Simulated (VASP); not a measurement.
Wanted: the native input for a VASP 6.6.1 run.

```yaml
Task: relaxation of cell and atoms
Functional: PBE
Potentials_or_basis: VASP PAW PBE potentials, release 64 (Sn_d, Se)
Cutoff: 600 eV
k_mesh: 10 × 10 × 5
Occupations: gaussian, width 0.02 eV
Spin: no spin polarisation
Further_INCAR_settings: ALGO = Normal; EDIFF = 1e-07; IBRION = 2; EDIFFG = -0.01; NSW = 60; ISIF = 3
```

The structure of SnSe2 lies in POSCAR:

```
SnSe2
1.0
    3.8365703600      0.0000000000      0.0000000000
   -1.9182851800      3.3225674000      0.0000000000
    0.0000000000      0.0000000000      6.5039096400
Sn Se
1 2
Direct
    0.0000000000      0.0000000000      0.0000000000
    0.3333333300      0.6666666700      0.2346534700
    0.6666666700      0.3333333300      0.7653465300
```

The cell is a database's computed one.

One way to write it, as run:

INCAR

```
SYSTEM = SnSe2
ALGO = Normal
EDIFF = 1E-7
EDIFFG = -0.01
ENCUT = 600
GGA = PE
IBRION = 2
ISIF = 3
ISMEAR = 0
LASPH = .True.
LCHARG = .False.
LREAL = .False.
LWAVE = .False.
NELM = 80
NSW = 60
PREC = Accurate
SIGMA = 0.02
```

KPOINTS

```
k-points
0
Gamma
  10 10 5
  0 0 0
```

Potentials or basis: VASP PAW PBE potentials, release 64 (Sn_d, Se).

Run with:

```bash
$ cat potpaw_PBE.64/Sn_d/POTCAR potpaw_PBE.64/Se/POTCAR > POTCAR
$ mpirun -np 1 vasp_std > vasp.out
```

Results of the run:

```yaml
Relaxed_volume: 30.21 Å³/atom
Relaxed_cell: a = 3.874 Å, b = 3.874 Å, c = 6.972 Å, α = 90.00°, β = 90.00°, γ = 120.00°
Space_group_after_relaxing_to_0.05_Å: P-3m1 (No. 164)
Energy_gained_by_relaxing: 24.9 meV/atom
Ionic_steps: 21
Pressure_after_relaxing: 0.0 GPa
Largest_force_after_relaxing: 0.004 eV/Å
Band_gap_on_the_k_mesh: 0.70 eV, indirect (least direct gap 1.07 eV)
```

Caveat: spin-orbit coupling is left out, which moves the levels of the heavy elements; an odd mesh through Γ misses points on the zone boundary, where band edges often lie; this functional lacks dispersion, which binds the layers, so the pressure and a relaxed spacing across them are unreliable.

Wall time 7.8 min on 1 thread of Intel(R) Xeon(R) 6975P-C (Granite Rapids), with other jobs on the host, peak memory 0.31 GiB.
